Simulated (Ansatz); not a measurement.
# Zr (Im-3m) in Ansatz: reference runs

How does Zr come out in PBE? The cell is run as given and disturbed.

Everything below comes from runs of Ansatz 0.2.0. Logs are shortened: lines on timing, memory, paths and dates and some standing lists are left out, and cuts for length are marked.

**1. The structure**

Symmetry: Im-3m, No. 229, cubic system. Conventional cell: a = 3.620 Å, b = 3.620 Å, c = 3.620 Å, α = 90.00°, β = 90.00°, γ = 90.00°. Around Zr (site symmetry m-3m) lie 8 Zr at 3.14 Å.

This isn't the form of Zr at room conditions, which is hcp.

**2. Single point, PBE**

Input file input.yaml:

```yaml
crystal:
  lattice:
    - [-1.81, 1.81, 1.81]
    - [1.81, -1.81, 1.81]
    - [1.81, 1.81, -1.81]
  atoms:
    - { symbol: Zr, position: [0.0, 0.0, 0.0] }
kpoints:
  mp_grid: { grid: [10, 10, 10] }
scf:
  occupations: { method: fermi_dirac, width: 0.05 }
hamiltonian:
  xc: pbe
  pseudopotentials: { kind: all_electron, lapw: { basis_error: 0.001 } }
output:
  forces: true
  stress: true
  eigenvalues: true
  populations: true
```

Potentials or basis: all-electron LAPW, scalar-relativistic.

Started as:

```
$ ansatz run input.yaml --threads 1 --pin off --max-ram 3072MiB --backend cpu --events-out ev --progress --plain --runs-dir out
```

Standard output:

```text
Warning: RAYON_NUM_THREADS=1 ignored (pool sized by the plan → 1); use --threads N
Zr: projections on atomic orbitals take those of the free atom 1s2 2s2 2p6 3s2 3p6 3d10 4s2 4p6 4d2 5s2, of charge +0.00 (hamiltonian.pseudopotentials.projection_atoms)
LAPW: plane waves up to 6.835 Å⁻¹, error target 1.0e-3 eV per atom; small_component_spin mean_spin; Zr in spheres of 1.568 Å, 22 of its electrons in bands, Dirac shells [] (how accurate: hamiltonian.pseudopotentials.lapw.basis_error, Limitations)
Engine: ansatz 0.2.0, x86_64-unknown-linux-gnu
Pseudopotentials: kind: all_electron
Pseudopotential: Zr, LAPW, valence charge 22, lapw/all_electron/scalar/gaussian/Zr, Koelling and Harmon's equation, gaussian nucleus
Functional definition: PBE
  parameter kappa = 0.804
  parameter beta = 0.06672455060314922
  exchange = pbe_x(kappa = kappa, mu = beta*pi^2/3)
  correlation = pbe_c(beta = beta)
Crystal: 1 atoms, lattice volume = 23.719 Å³
Basis set: ecut = 178.00949295909288 eV, 135 PW (Γ), exchange–correlation at level 2
Bands: 15, of which v1, the nominal top of the filled ones, is band 11 counted from 1 (10 counted from 0)
Symmetry: 48 space group operations
Space group: Im-3m (ITA 229), of the structure as read, at distance tolerance 2.9e-5 Å
k-points: 47 of 1000
Non-local potential: Zr, projectors of the file, none
Initial density: superposition of atomic densities (chi_scale 0.1, normalization cell)
Initial wavefunctions: plane waves of lowest kinetic energy (no species holds an atomic orbital)
Functional: x = pbe(κ = 0.804, μ = 0.2195149727645171), c = pbe(β = 0.06672455060314922)
iter 1 solved again at ethr=1.85e-4 eV; its pass at ethr=1.00e-1 eV (dr2=4.07e-2 eV) is discarded
SCF iter   1: F=—  HF=-97927.094802 eV  |F-HF|=—  |Δ(HF+E_count)|=         —  Δρ=1.39e-2  dr2=4.14e-2  ethr=1.85e-4  ⟨swp⟩=2.9  Hψ=4880  notcnv=0
preconditioner: auto → Kerker (q_TF=auto, 2.694 Å⁻¹)  [metal: Δε(μ)=0.071 eV  Ē_g=4.986 eV  σ=0.050 eV  W_gap=0.31  n_scr=12 (ndim 8)  ℏωp=15.2 eV  f_vac=0.000  D(μ)=1.94/eV (n_scr^D=18)]
SCF iter   2: F=—  HF=-97927.030370 eV  |F-HF|=—  |Δ(HF+E_count)|=   6.44e-2  Δρ=6.87e-3  dr2=1.18e-2  ethr=1.85e-4  ⟨swp⟩=2.0  Hψ=2253  notcnv=0
SCF iter   3: F=—  HF=-97927.028270 eV  |F-HF|=—  |Δ(HF+E_count)|=   2.10e-3  Δρ=3.83e-3  dr2=4.25e-3  ethr=5.36e-5  ⟨swp⟩=2.0  Hψ=2084  notcnv=0
SCF iter   4: F=—  HF=-97927.028578 eV  |F-HF|=—  |Δ(HF+E_count)|=   3.08e-4  Δρ=1.39e-3  dr2=6.70e-4  ethr=1.93e-5  ⟨swp⟩=2.0  Hψ=2082  notcnv=0
iter 5 solved again at ethr=1.41e-7 eV; its pass at ethr=3.05e-6 eV (dr2=3.11e-5 eV) is discarded
SCF iter   5: F=—  HF=-97927.028627 eV  |F-HF|=—  |Δ(HF+E_count)|=   4.90e-5  Δρ=3.51e-4  dr2=3.11e-5  ethr=1.41e-7  ⟨swp⟩=2.0  Hψ=3510  notcnv=0
SCF iter   6: F=—  HF=-97927.028628 eV  |F-HF|=—  |Δ(HF+E_count)|=   2.99e-7  Δρ=8.39e-5  dr2=1.34e-6  ethr=1.41e-7  ⟨swp⟩=2.0  Hψ=2084  notcnv=0
SCF iter   7: F=-97927.028628 eV  HF=-97927.028628 eV  |F-HF|=8.00e-10  |Δ(HF+E_count)|=   5.07e-8  Δρ=7.93e-6  dr2=9.66e-9  ethr=6.11e-9  ⟨swp⟩=2.0  Hψ=2084  notcnv=0
SCF 1 converged in 7 iterations: F = -97927.028628 eV  dr2 = 9.66e-9
SCF converged after 7 iterations
Free energy (F): -97927.028628 eV
Harris-Foulkes:  -97927.028628 eV  (|F-HF|=8.00e-10)
Internal energy: -97927.012356 eV  (E = F + TS)
E sigma→0 (E₀):  -97927.020492 eV
Entropy (-TS):   -0.016272 eV (-16.272 meV/atom)
Fermi energy:    15.201708 eV
--- Per-component energies (eV) ---
  E_band       = -1612.219698
  E_kinetic    = 101147.879215
  E_xc         = -3110.718928
  E_electrostatic = -195964.172644  (all electrons and nuclei)
  E_smearing   = -0.016272  (= −TS)
  E_closure    = 0.000000  (closes the sum)
  E_atoms      = -97919.811540  (free atoms, spherical and without spin; not in F)
  Σ components = -97927.028628   (vs F -97927.028628, Δ=0.00e0)
  Basis errors (estimates in eV, not in F): energy 1.9e-4 per atom: plane waves 1.6e-4 (8.2e-5 summed), levels above the bands 9.1e-65, relativity 5.5e-8, radial functions 3.2e-5, core shells 8.9e-7; eigenvalues (radial functions only) 9.2e-7; not estimated: angular momenta, meshes, grids; target (lapw.basis_error) 1.0e-3; muffin-tin radii Zr 1.568 Å
--- Forces (eV/Å), atoms counted from 1 ---
  atom   1  Zr    -0.00000000     0.00000000     0.00000000
  max |Σ_I F_I| component: 5.51e-31 eV/Å
--- Stress (GPa, compression-positive) ---
       -3.350545       0.000000       0.000000
        0.000000      -3.350545       0.000000
        0.000000       0.000000      -3.350545
  P = ⅓ Tr σ = -3.3505 GPa (-33.505 kbar)
--- Band table (eV; the first three rows and the last of 47) ---
  k-point 0: bands = ["-153.3008", "-153.3008", "-153.2979", "-153.2979", "-153.2979", "-33.3549", "-10.9000", "-10.9000", "-10.9000", "9.8282", "16.2733", "16.2733", "16.2733", "18.6936", "18.6936"]
  k-point 1: bands = ["-153.3008", "-153.3008", "-153.2979", "-153.2979", "-153.2979", "-33.3417", "-10.9925", "-10.9285", "-10.9006", "10.1569", "16.0598", "16.1882", "16.5931", "18.4002", "18.6945"]
  k-point 2: bands = ["-153.3008", "-153.3008", "-153.2979", "-153.2979", "-153.2979", "-33.3069", "-11.2285", "-11.0021", "-10.9023", "11.0254", "15.5622", "15.8061", "17.5171", "18.1787", "18.7472"]
  k-point 46: bands = ["-153.3008", "-153.3008", "-153.2979", "-153.2979", "-153.2979", "-33.1145", "-11.5274", "-11.5274", "-11.5274", "12.7045", "12.7045", "20.6743", "20.6743", "20.6743", "22.4179"]
--- Löwdin populations: 1 site ---
  site symbol       q [e]
     0     Zr     39.9412
  spilling = 0.001469 (of n_electrons = 40.000000)
```

It took 3.7 s on 1 thread of AMD EPYC 7R43 (Zen 3), shared host; peak memory 0.26 GiB.

What came out:

- Free energy: -97927.0286 eV
- Pressure: -3.4 GPa
- Band gap on the k mesh: none (metal or under the smearing width)

Levels at points of the mesh, in eV from the Fermi level:
| k point | band 7 | band 8 | band 9 | band 10 | band 11 | band 12 | band 13 | band 14 | band 15 |
| --- | --- | --- | --- | --- | --- | --- | --- | --- | --- |
| (0.00, 0.00, 0.00) | -26.10 | -26.10 | -26.10 | -5.37 | 1.07 | 1.07 | 1.07 | 3.49 | 3.49 |
| (0.00, 0.00, -0.50) | -27.01 | -26.39 | -26.11 | -2.77 | -0.67 | 1.47 | 3.47 | 4.13 | 6.12 |
| (-0.50, -0.50, -0.50) | -26.73 | -26.73 | -26.73 | -2.50 | -2.50 | 5.47 | 5.47 | 5.47 | 7.22 |

**3. Single point, PBE (cell strained at random at fixed volume)**

Edit input.yaml of step 2 so:

```diff
@@ -2,7 +2,7 @@
   lattice:
-    - [-1.81, 1.81, 1.81]
-    - [1.81, -1.81, 1.81]
-    - [1.81, 1.81, -1.81]
+    - [-1.844271, 1.860235, 1.77457]
+    - [1.879124, -1.871496, 1.820684]
+    - [1.75054, 1.777765, -1.785831]
   atoms:
-    - { symbol: Zr, position: [0.0, 0.0, 0.0] }
+    - { symbol: Zr, position: [0.022387, -0.003988, 0.012007] }
 kpoints:
```

Potentials or basis: all-electron LAPW, scalar-relativistic.

Started as:

```
$ ansatz run input.yaml --threads 1 --pin off --max-ram 3072MiB --backend cpu --events-out ev --progress --plain --runs-dir out
```

Standard output:

```text
Warning: RAYON_NUM_THREADS=1 ignored (pool sized by the plan → 1); use --threads N
Zr: projections on atomic orbitals take those of the free atom 1s2 2s2 2p6 3s2 3p6 3d10 4s2 4p6 4d2 5s2, of charge +0.00 (hamiltonian.pseudopotentials.projection_atoms)
LAPW: plane waves up to 6.970 Å⁻¹, error target 1.0e-3 eV per atom; small_component_spin mean_spin; Zr in spheres of 1.534 Å, 22 of its electrons in bands, Dirac shells [] (how accurate: hamiltonian.pseudopotentials.lapw.basis_error, Limitations)
[... 8 set-up lines as earlier in the session ...]
Crystal: 1 atoms, lattice volume = 23.719 Å³
Basis set: ecut = 185.09014681392648 eV, 139 PW (Γ), exchange–correlation at level 2
Bands: 15, of which v1, the nominal top of the filled ones, is band 11 counted from 1 (10 counted from 0)
Symmetry: 2 space group operations
Space group: P-1 (ITA 2), of the structure as read, at distance tolerance 2.9e-5 Å
k-points: 504 of 1000
[... 4 set-up lines as earlier in the session ...]
iter 1 solved again at ethr=2.15e-4 eV; its pass at ethr=1.00e-1 eV (dr2=4.74e-2 eV) is discarded
SCF iter   1: F=—  HF=-97927.088145 eV  |F-HF|=—  |Δ(HF+E_count)|=         —  Δρ=1.46e-2  dr2=4.79e-2  ethr=2.15e-4  ⟨swp⟩=2.9  Hψ=51950  notcnv=0
preconditioner: auto → Kerker (q_TF=auto, 2.694 Å⁻¹)  [metal: Δε(μ)=0.002 eV  Ē_g=4.983 eV  σ=0.050 eV  W_gap=0.01  n_scr=12 (ndim 8)  ℏωp=15.2 eV  f_vac=0.000  D(μ)=1.90/eV (n_scr^D=18)]
SCF iter   2: F=—  HF=-97927.024807 eV  |F-HF|=—  |Δ(HF+E_count)|=   6.33e-2  Δρ=7.45e-3  dr2=1.43e-2  ethr=2.15e-4  ⟨swp⟩=2.0  Hψ=24202  notcnv=0
SCF iter   3: F=—  HF=-97927.022264 eV  |F-HF|=—  |Δ(HF+E_count)|=   2.54e-3  Δρ=4.13e-3  dr2=5.03e-3  ethr=6.49e-5  ⟨swp⟩=2.0  Hψ=22436  notcnv=0
SCF iter   4: F=—  HF=-97927.022555 eV  |F-HF|=—  |Δ(HF+E_count)|=   2.91e-4  Δρ=1.43e-3  dr2=7.08e-4  ethr=2.29e-5  ⟨swp⟩=2.0  Hψ=22436  notcnv=0
iter 5 solved again at ethr=1.33e-7 eV; its pass at ethr=3.22e-6 eV (dr2=2.92e-5 eV) is discarded
SCF iter   5: F=—  HF=-97927.022599 eV  |F-HF|=—  |Δ(HF+E_count)|=   4.39e-5  Δρ=3.53e-4  dr2=2.92e-5  ethr=1.33e-7  ⟨swp⟩=2.0  Hψ=37820  notcnv=0
SCF iter   6: F=—  HF=-97927.022599 eV  |F-HF|=—  |Δ(HF+E_count)|=   1.79e-7  Δρ=9.28e-5  dr2=1.83e-6  ethr=1.33e-7  ⟨swp⟩=2.0  Hψ=22438  notcnv=0
SCF iter   7: F=-97927.022599 eV  HF=-97927.022599 eV  |F-HF|=1.23e-8  |Δ(HF+E_count)|=   1.23e-8  Δρ=1.33e-5  dr2=3.41e-8  ethr=8.32e-9  ⟨swp⟩=2.0  Hψ=22438  notcnv=0
SCF 1 converged in 7 iterations: F = -97927.022599 eV  dr2 = 3.41e-8
SCF converged after 7 iterations
Free energy (F): -97927.022599 eV
Harris-Foulkes:  -97927.022599 eV  (|F-HF|=1.23e-8)
Internal energy: -97927.006985 eV  (E = F + TS)
E sigma→0 (E₀):  -97927.014792 eV
Entropy (-TS):   -0.015614 eV (-15.614 meV/atom)
Fermi energy:    15.176310 eV
--- Per-component energies (eV) ---
  E_band       = -1612.253086
  E_kinetic    = 101147.860147
  E_xc         = -3110.732210
  E_electrostatic = -195964.134922  (all electrons and nuclei)
  E_smearing   = -0.015614  (= −TS)
  E_closure    = 0.000000  (closes the sum)
  E_atoms      = -97919.811540  (free atoms, spherical and without spin; not in F)
  Σ components = -97927.022599   (vs F -97927.022599, Δ=0.00e0)
  Basis errors (estimates in eV, not in F): energy 2.1e-4 per atom: plane waves 1.7e-4 (9.2e-5 summed), levels above the bands 2.6e-66, relativity 5.4e-8, radial functions 3.9e-5, core shells 1.6e-6; eigenvalues (radial functions only) 9.7e-7; not estimated: angular momenta, meshes, grids; target (lapw.basis_error) 1.0e-3; muffin-tin radii Zr 1.534 Å
--- Forces (eV/Å), atoms counted from 1 ---
  atom   1  Zr     0.00000000     0.00000000     0.00000000
  max |Σ_I F_I| component: 0.00e0 eV/Å
--- Stress (GPa, compression-positive) ---
       -3.261417       1.397116      -0.584956
        1.397116      -3.269832       0.354349
       -0.584956       0.354349      -3.425311
  P = ⅓ Tr σ = -3.3189 GPa (-33.189 kbar)
--- Band table (eV; the first three rows and the last of 504) ---
  k-point 0: bands = ["-153.3022", "-153.3001", "-153.2996", "-153.2969", "-153.2960", "-33.3585", "-10.9518", "-10.8971", "-10.8502", "9.8315", "15.9564", "16.1351", "16.6582", "18.6954", "18.7842"]
  k-point 1: bands = ["-153.3022", "-153.3001", "-153.2996", "-153.2969", "-153.2960", "-33.3430", "-10.9607", "-10.9520", "-10.9223", "10.1763", "16.1168", "16.3300", "16.4284", "18.2475", "18.7273"]
  k-point 2: bands = ["-153.3022", "-153.3001", "-153.2996", "-153.2969", "-153.2960", "-33.3019", "-11.2175", "-11.0258", "-10.9391", "11.0824", "15.8117", "15.9703", "17.3233", "17.8054", "18.6571"]
  k-point 503: bands = ["-153.3022", "-153.3001", "-153.2996", "-153.2969", "-153.2960", "-33.1136", "-11.6169", "-11.5273", "-11.4543", "12.6996", "12.7077", "20.2431", "20.7024", "21.0511", "22.1575"]
--- Löwdin populations: 1 site ---
  site symbol       q [e]
     0     Zr     39.9412
  spilling = 0.001469 (of n_electrons = 40.000000)
```

It took 29 s on 1 thread of AMD EPYC 7R43 (Zen 3), shared host; peak memory 0.53 GiB.

Results:

| Property | Result |
| --- | --- |
| Free energy | -97927.0226 eV |
| Pressure | -3.3 GPa |
| Band gap on the k mesh | none (metal or under the smearing width) |

Stress tensor (GPa, compression positive):
```
-3.26  1.40 -0.58
 1.40 -3.27  0.35
-0.58  0.35 -3.43
```
